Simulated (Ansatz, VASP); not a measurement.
**Two plane-wave programs on TiAl**

File INCAR:

```
ALGO = Normal
EDIFF = 1E-7
ENCUT = 520
GGA = PE
ISIF = 2
ISMEAR = -1
LASPH = True
LCHARG = False
LREAL = False
LWAVE = False
NBANDS = 14
NELM = 100
PREC = Accurate
SIGMA = 0.05
```

Contents of KPOINTS:

```
k-points
0
Gamma
  8 8 8
```

POSCAR

```
TiAl
1.0
    3.1360984087      0.0000000000      0.0000000000
    0.0000000000      3.1360984087      0.0000000000
    0.0000000000      0.0000000000      3.1360984087
Ti Al
1 1
Direct
    0.0000000000      0.0000000000      0.0000000000
    0.5000000000      0.5000000000      0.5000000000
```

input.yaml

```yaml
crystal:
  lattice:
    - [3.1360984087, 0.0, 0.0]
    - [0.0, 3.1360984087, 0.0]
    - [0.0, 0.0, 3.1360984087]
  atoms:
    - { symbol: Ti, position: [0.0, 0.0, 0.0] }
    - { symbol: Al, position: [0.5, 0.5, 0.5] }
hamiltonian:
  xc: pbe
  pseudopotentials: { kind: paw }
kpoints:
  mp_grid: { grid: [8, 8, 8] }
scf:
  occupations: { method: fermi_dirac, width: 0.05 }
output:
  forces: true
  stress: true
  eigenvalues: true
  write_density: true
  write_potential: true
  elf: true
  volumetric_format: npy
```

Change from the starting cell: volume scaled by 0.96.

Alike in both runs: task single point; functional PBE; k mesh 8 × 8 × 8; occupations fermi-dirac, width 0.05 eV; no spin polarisation.

```csv
,VASP,Ansatz
version,VASP 6.6.1,Ansatz 0.2.0
potentials or method,"VASP PAW PBE potentials, release 64 (Ti_sv, Al)",Ansatz PAW
plane-wave cutoff (eV),520,420
valence electrons in the cell,15,15
```

Ansatz gave:

```
gap on the k mesh at the Fermi level (eV) : none
pressure (GPa)                            : 6.0
```

Q: Estimate VASP's values.

A: gap on the k mesh at the Fermi level (eV): none; pressure (GPa): 5.9.

A gap of «none» marks a metal or a gap that the smearing closes. With one functional, cell and mesh, what is left measures potentials, basis and numerics.
